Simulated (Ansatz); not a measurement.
This is a field-response calculation (clamped ions) with Ansatz 0.2.0 on GaN (wurtzite); the level of theory is PBE. The geometry is the r2SCAN minimum.

Input (YAML):
```yaml
crystal:
  lattice:
    - [3.1831494038, 0.0, 0.0]
    - [-1.5915747019, 2.7566882477, 0.0]
    - [0.0, 0.0, 5.1836255107]
  atoms:
    - { symbol: Ga, position: [0.3333333333, 0.6666666667, -0.0008868064] }
    - { symbol: Ga, position: [0.6666666667, 0.3333333333, 0.4991131936] }
    - { symbol: "N", position: [0.3333333333, 0.6666666667, 0.3758868064] }
    - { symbol: "N", position: [0.6666666667, 0.3333333333, 0.8758868064] }
kpoints:
  mp_grid: { grid: [9, 9, 4] }
hamiltonian:
  xc: pbe
scf:
  occupations: { method: fixed }
dielectric: {}
```

Command: `ansatz run input.yaml --threads 4 --pin off --max-ram 7372MiB --backend cpu --events-out ev --progress --plain --runs-dir out`.

Task: It ran on 4 threads of Arm Neoverse V1 (shared host). About how long did it take, and what peak of host memory did it reach?

Result: About 66 s, with a peak of 1.4 GiB.

Main lines of the log:
```
Pseudopotential: Ga, paw, valence charge 13, recommended cutoff 420 eV (normal)
Pseudopotential: N, paw, valence charge 5, recommended cutoff 420 eV (normal)
Functional definition: PBE
Crystal: 4 atoms, lattice volume = 45.486 Å³
Basis set: ecut = 420 eV, 893 PW (Γ)
Bands: 22, of which v1, the nominal top of the filled ones, is band 18 counted from 1 (17 counted from 0)
Symmetry: 12 space group operations
k-points: 95 of 324 (irreducible under 2 space group operations, time reversal used)
preconditioner: auto → Resta (q_TF=auto, 2.624 Å⁻¹)  ε∞=5.0  [insulator: Δε(μ)=1.927 eV  ℏωp=33.0 eV]
SCF converged after 8 iterations
Free energy (F): -8335.808095 eV
Fermi energy:    9.762718 eV
--- Dielectric response (ions clamped): 3 representative field directions + reference, inside a basis on a mesh of 1568 k-points ---
  ε∞ (high-frequency dielectric tensor):
        5.759257     0.000000     0.000000
        0.000000     5.759257     0.000000
        0.000000     0.000000     5.939364
  Born effective charges Z* (e; rows j = field, columns β = displacement):
    site 0:
         2.62177    0.00000    0.00000
         0.00000    2.62177    0.00000
         0.00000    0.00000    2.76207
    site 1:
         2.62177    0.00000    0.00000
         0.00000    2.62177    0.00000
         0.00000    0.00000    2.76207
    site 2:
        -2.62177    0.00000    0.00000
         0.00000   -2.62177    0.00000
         0.00000    0.00000   -2.76207
    site 3:
        -2.62177    0.00000    0.00000
         0.00000   -2.62177    0.00000
         0.00000    0.00000   -2.76207
  ε∞ is read to err by 1.8e-2, Z* by 1.5e-2 e
```

The electronic dielectric tensor ε∞ is 5.76 along x and y, 5.94 along z. Born charges, averaged over directions: Ga +2.67, N -2.67 e.

(Simulation; spin polarisation is off.)
